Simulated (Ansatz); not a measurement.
# AlN (P6_3mc) in Ansatz: a series of runs, part 3 of 3

Ansatz 0.2.0.

### 6 Electric field gradients, r2SCAN+D3(BJ)

Input file input.yaml:

```yaml
crystal:
  lattice:
    - [3.113, 0.0, 0.0]
    - [-1.5565, 2.695937082, 0.0]
    - [0.0, 0.0, 4.981]
  atoms:
    - { symbol: Al, position: [0.6666666667, 0.3333333333, 0.5] }
    - { symbol: Al, position: [0.3333333333, 0.6666666667, 0.0] }
    - { symbol: "N", position: [0.6666666667, 0.3333333333, 0.88] }
    - { symbol: "N", position: [0.3333333333, 0.6666666667, 0.38] }
hamiltonian:
  xc: r2scan
  pseudopotentials: { kind: paw }
  dispersion: d3bj
kpoints:
  mp_grid: { grid: [10, 10, 6] }
scf:
  occupations: { method: gaussian, width: 0.05 }
output:
  forces: true
  stress: true
  eigenvalues: true
  efg: {}
```

Potentials or basis: Ansatz PAW.

The run is started by

```bash
> ansatz run input.yaml --threads 2 --pin off --max-ram 5632MiB --backend cpu --events-out ev --progress --plain --runs-dir out
```

Output:

```text
Warning: the engine holds no damping parameters fitted to this dispersion correction and functional, so the run takes those fitted to r2scan beside the three-body term, which d3bj leaves out (hamiltonian.dispersion, under Limitations)
Warning: RAYON_NUM_THREADS=2 ignored (pool sized by the plan → 2); use --threads N
Engine: ansatz 0.2.0, x86_64-unknown-linux-gnu
Pseudopotentials: kind: paw
Pseudopotential: Al, paw, valence charge 3, recommended cutoff 500 eV (meta_gga), Al.paw.azcp
Pseudopotential: N, paw, valence charge 5, recommended cutoff 500 eV (meta_gga), N.paw.azcp
Functional definition: r2SCAN
  parameter k0 = 0.174
  parameter k1 = 0.065
  parameter a1 = 4.9479
  exchange = r2scan_x(k0 = k0, k1 = k1, a1 = a1)
  correlation = r2scan_c
Crystal: 4 atoms, lattice volume = 41.803 Å³
[... 51 lines left out ...]
  atom   2  Al     0.00000000    -0.00000000    -0.12246988
  atom   3  N      0.00000000    -0.00000000     0.12237477
  atom   4  N      0.00000000     0.00000000     0.12237477
  max |Σ_I F_I| component: 1.90e-4 eV/Å
--- Stress (GPa, compression-positive) ---
       -3.473861       0.000000      -0.000000
        0.000000      -3.473861       0.000000
       -0.000000       0.000000      -1.711815
  P = ⅓ Tr σ = -2.8865 GPa (-28.865 kbar)
--- PAW observables at the nuclei: V_zz in 10²¹ V/m², potentials from the cell's mean, atoms counted from 1 ---
  atom   1  Al V_zz =    +0.262118   η = 0.0000   by run symmetry: allowed
            electrostatic potential = -1230.754150 V   contact ρ = none
  atom   2  Al V_zz =    +0.262118   η = 0.0000   by run symmetry: allowed
            electrostatic potential = -1230.754150 V   contact ρ = none
  atom   3  N  V_zz =    -0.063540   η = 0.0000   by run symmetry: allowed
            electrostatic potential = -516.596689 V   contact ρ = none
  atom   4  N  V_zz =    -0.063540   η = 0.0000   by run symmetry: allowed
            electrostatic potential = -516.596689 V   contact ρ = none
--- Band table (eV; the first three rows and the last of 56) ---
  k-point 0: bands = ["-9.0735", "-6.9659", "0.8279", "6.0029", "6.0029", "6.6685", "6.6685", "6.8589", "11.7183", "14.3455", "18.4286", "18.8876"]
  k-point 1: bands = ["-8.9670", "-7.1635", "1.1950", "6.0451", "6.0451", "6.2660", "6.6215", "6.6215", "12.2082", "14.4045", "18.2477", "18.8474"]
  k-point 2: bands = ["-8.6589", "-7.6404", "2.1694", "4.9662", "6.1621", "6.1621", "6.4948", "6.4948", "13.1881", "14.4324", "17.9700", "18.8900"]
  k-point 55: bands = ["-6.6191", "-6.6191", "1.9284", "1.9284", "3.2007", "3.2007", "6.0333", "6.0333", "14.6767", "14.6767", "15.9277", "15.9277"]
```

Wall time 6.5 s (2 threads of Intel Xeon at 2.50GHz (Skylake/Cascade Lake), shared host); peak memory 0.47 GiB.

Results:

- Free energy: -1857.4748 eV
- Pressure: -2.9 GPa
- Largest force: 0.122 eV/Å
- Band gap on the k mesh: 4.86 eV, direct

Forces on the atoms (eV/Å):
```
Al   0.000  0.000 -0.122
Al   0.000  0.000 -0.122
N    0.000  0.000  0.122
N    0.000  0.000  0.122
```

Caveat: the PAW data sets come from PBE, with cores solved anew for the run's functional, which leaves a small shift of forces and pressure; the dispersion damping was fitted for another functional or another form of the correction.

### 7 The runs side by side

```csv
task,level,k mesh,cutoff (eV),smearing,atoms under strain,points for each segment of the path,gap on the mesh (eV),pressure (GPa),largest force (eV/Å)
elastic constants,LDA,7 × 7 × 5,420,fixed,relaxed,-,4.21,-4.7,-
band structure,PBEsol,10 × 10 × 6,420,fermi-dirac 0.05 eV,-,14,4.13,0.2,0.13
band structure,r2SCAN,10 × 10 × 6,500,fermi-dirac 0.05 eV,-,14,4.86,-0.9,0.12
Born charges and dielectric tensor,PBEsol,10 × 10 × 6,420,fixed,-,-,4.13,-,-
electric field gradients,r2SCAN+D3(BJ),10 × 10 × 6,500,gaussian 0.05 eV,-,-,4.86,-2.9,0.12
```

Alike in all rows: potentials or basis Ansatz PAW; no spin polarisation; cell as given.

On the cell as given the gap runs from 4.13 eV (PBEsol) to 4.86 eV (r2SCAN); the meshes differ, which moves gaps too. The pressure there spans -4.7 GPa (LDA) to 0.2 GPa (PBEsol); a positive pressure means that this level wants a larger cell, a negative one a smaller.

Caveats: the PAW data sets come from PBE, with cores solved anew for the run's functional, which leaves a small shift of forces and pressure; the cell is more than 3 GPa from zero pressure, which shifts response properties (some runs); odd divisions of the mesh miss points on the zone boundary, where band edges often lie, so the gap on the mesh can be too wide (some runs); the dispersion damping was fitted for another functional or another form of the correction (some runs).

Total energies depend on the potentials used, so only differences within one code and one set of settings carry meaning.

### 8 Against experiment

Step 2. Against the measured gap of AlN, 6.0343 eV (an exciton energy, a little under the gap; 0 K; quoted in “Structural and optical properties of self-assembled AlN nanowires grown on SiO2/Si substrates by molecular beam epitaxy”, 2024, arxiv:2402.00216), the calculated 4.21 eV is off by -1.82 eV. 2 values of this kind are on record (6.034 to 6.0343 eV); this one was drawn at random. The value is that of LDA, without temperature or zero-point motion. Semilocal functionals fall short of measured gaps as a rule.

Step 3. Against the measured gap of AlN, 6.034 eV (an exciton energy, a little under the gap; 10 K; quoted in “Self-assembly of well-separated AlN nanowires directly on sputtered metallic TiN films”, 2019, arxiv:1910.07391), the calculated 4.13 eV is off by -1.90 eV. 2 values of this kind are on record (6.034 to 6.0343 eV); this one was drawn at random. The value is that of PBEsol, without temperature or zero-point motion. Semilocal functionals fall short of measured gaps as a rule.

Step 4. Measured gap of AlN: 6.0343 eV (an exciton energy, a little under the gap; 0 K; quoted in “Structural and optical properties of self-assembled AlN nanowires grown on SiO2/Si substrates by molecular beam epitaxy”, 2024, arxiv:2402.00216). This calculation gives 4.86 eV (-1.17 eV). 2 values of this kind are on record (6.034 to 6.0343 eV); this one was drawn at random. The value is that of r2SCAN, without temperature or zero-point motion.

Step 5. Measured gap of AlN: 6.0343 eV (an exciton energy, a little under the gap; 0 K; quoted in “Structural and optical properties of self-assembled AlN nanowires grown on SiO2/Si substrates by molecular beam epitaxy”, 2024, arxiv:2402.00216). This calculation gives 4.13 eV (-1.90 eV). 2 values of this kind are on record (6.034 to 6.0343 eV); this one was drawn at random. The value is that of PBEsol on a finite k mesh, which can miss the band edges, without temperature or zero-point motion. Semilocal functionals fall short of measured gaps as a rule.

Step 6. Against the measured gap of AlN, 6.0343 eV (an exciton energy, a little under the gap; 0 K; quoted in “Structural and optical properties of self-assembled AlN nanowires grown on SiO2/Si substrates by molecular beam epitaxy”, 2024, arxiv:2402.00216), the calculated 4.86 eV is off by -1.17 eV. 2 values of this kind are on record (6.034 to 6.0343 eV); this one was drawn at random. The value is that of r2SCAN+D3(BJ) on a finite k mesh, which can miss the band edges, without temperature or zero-point motion.
